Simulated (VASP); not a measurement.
A run of VASP 6.6.1 is set up as follows.

The input run.py:

```python
from ase.calculators.vasp import Vasp
from ase.dft.bandgap import bandgap
from ase.io import read

atoms = read('CuI.cif', primitive_cell=True, subtrans_included=False)
calc = Vasp(
    directory='calc',
    xc='rpbe',
    pp='PBE',
    setups='recommended',
    pp_version='54',
    prec='Accurate',
    encut=520,
    ediff=1e-06,
    ismear=0,
    sigma=0.05,
    lreal=False,
    lasph=True,
    nelm=100,
    algo='Normal',
    isif=2,
    lwave=False,
    lcharg=True,
    lelf=True,
    lvhar=True,
    kpts=[5, 5, 6],
    gamma=True,
    nbands=26,
)
atoms.calc = calc

print('energy (eV):', atoms.get_potential_energy())
print('free energy (eV):', atoms.get_potential_energy(force_consistent=True))
print('forces (eV/A):')
print(atoms.get_forces())
print('stress (eV/A^3, Voigt):', atoms.get_stress())
print('Fermi level (eV):', calc.get_fermi_level())
gap, top, bottom = bandgap(calc)
print('band gap (eV):', gap, 'from (spin, k, band)', top, 'to', bottom)
```

CuI.cif

```cif
data_CuI
_cell_length_a 7.46633518
_cell_length_b 7.42217274
_cell_length_c 4.30699767
_cell_angle_alpha 90.00000000
_cell_angle_beta 90.00000000
_cell_angle_gamma 90.00000000
_space_group_name_H-M_alt 'Cmcm'
_space_group_name_Hall '-C 2c 2'
_space_group_IT_number 63
loop_
_space_group_symop_operation_xyz
'x,y,z'
'-x,-y,-z'
'-x,-y,z+1/2'
'x,y,-z+1/2'
'x,-y,-z'
'-x,y,z'
'-x,y,-z+1/2'
'x,-y,z+1/2'
'x+1/2,y+1/2,z'
'-x+1/2,-y+1/2,-z'
'-x+1/2,-y+1/2,z+1/2'
'x+1/2,y+1/2,-z+1/2'
'x+1/2,-y+1/2,-z'
'-x+1/2,y+1/2,z'
'-x+1/2,y+1/2,-z+1/2'
'x+1/2,-y+1/2,z+1/2'
loop_
_atom_site_label
_atom_site_type_symbol
_atom_site_symmetry_multiplicity
_atom_site_Wyckoff_symbol
_atom_site_fract_x
_atom_site_fract_y
_atom_site_fract_z
_atom_site_occupancy
I1 I 4 c 0.5000000000 0.2700426800 0.2500000000 1
Cu1 Cu 4 c 0.5000000000 0.9204388300 0.2500000000 1
```

Potentials or basis: VASP PAW PBE potentials, release 54 (I, Cu).

Command:

```sh
$ python run.py
```

(1) Estimate the pressure.

(2) Estimate the band gap on the k mesh.

(3) Estimate the largest force.

## Answers

(1) 3.3 GPa.

(2) 1.16 eV, direct.

(3) 0.282 eV/Å.

Caveat: the PAW data sets were made with another functional, which shifts forces and pressure a little; spin-orbit coupling is left out, which moves the levels of the heavy elements; an odd mesh through Γ misses points on the zone boundary, where band edges often lie.
